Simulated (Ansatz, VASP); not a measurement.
Given: the input of a run of Ansatz 0.2.0 on Si.

File input.yaml:

```yaml
crystal:
  lattice:
    - [0.0, 2.7218511865, 2.7218511865]
    - [2.7218511865, 0.0, 2.7218511865]
    - [2.7218511865, 2.7218511865, 0.0]
  atoms:
    - { symbol: Si, position: [0.5, 0.5, 0.5] }
    - { symbol: Si, position: [0.75, 0.75, 0.75] }
kpoints:
  mp_grid: { grid: [8, 8, 8] }
scf:
  occupations: { method: gaussian, width: 0.028 }
hamiltonian:
  xc: pbe
  pseudopotentials: { kind: all_electron, lapw: { basis_error: 0.001 } }
output:
  forces: true
  stress: true
  eigenvalues: true
```

Potentials or basis: all-electron LAPW, scalar-relativistic.

Command:

```console
$ ansatz run input.yaml --threads 1 --pin off --max-ram 3072MiB --backend cpu --events-out ev --progress --plain --runs-dir out
```

Problem. Translate it to VASP 6.6.1. Potentials there: VASP PAW PBE potentials, release 64 (Si).

Solution. As run (the cutoff follows the program's own potentials):

File INCAR:

```
PREC     = Accurate       # precision mode
ENCUT    = 520            # plane-wave cutoff, eV
EDIFF    = 1E-6           # SCF threshold, eV
ISMEAR   = 0              # smearing method
SIGMA    = 0.028000000000000004 # smearing width, eV
LREAL    = F              # projectors in reciprocal space
LASPH    = T              # aspherical terms in the spheres
NELM     = 80             # most SCF steps
ALGO     = Normal         # electronic algorithm
ISIF     = 2              # what is computed and relaxed
LWAVE    = F              # write WAVECAR
LCHARG   = F              # write CHGCAR
GGA      = PE             # functional
NBANDS   = 11             # bands
```

KPOINTS

```
Automatic mesh
0
Gamma
  8 8 8
```

The input POSCAR:

```
Si
1.0
    0.0000000000      2.7218511865      2.7218511865
    2.7218511865      0.0000000000      2.7218511865
    2.7218511865      2.7218511865      0.0000000000
Si
2
Direct
    0.5000000000      0.5000000000      0.5000000000
    0.7500000000      0.7500000000      0.7500000000
```

Potentials or basis: VASP PAW PBE potentials, release 64 (Si).

Run with:

```console
$ cat potpaw_PBE.64/Si/POTCAR > POTCAR
$ mpirun -np 1 vasp_std > vasp.out
```

Both were run:

|  | VASP | Ansatz | Ansatz less VASP |
| --- | --- | --- | --- |
| gap on the k mesh at the Fermi level (eV) | 0.63 | 0.63 | -0.001 |
| least direct gap on the mesh (eV) | 2.56 | 2.56 | -0.004 |
| pressure (GPa) | 1.3 | 1.3 | +0.05 |

Ansatz ran all-electron here, so the differences hold the error of VASP's frozen core and of both bases.

A k mesh can miss the band edges.
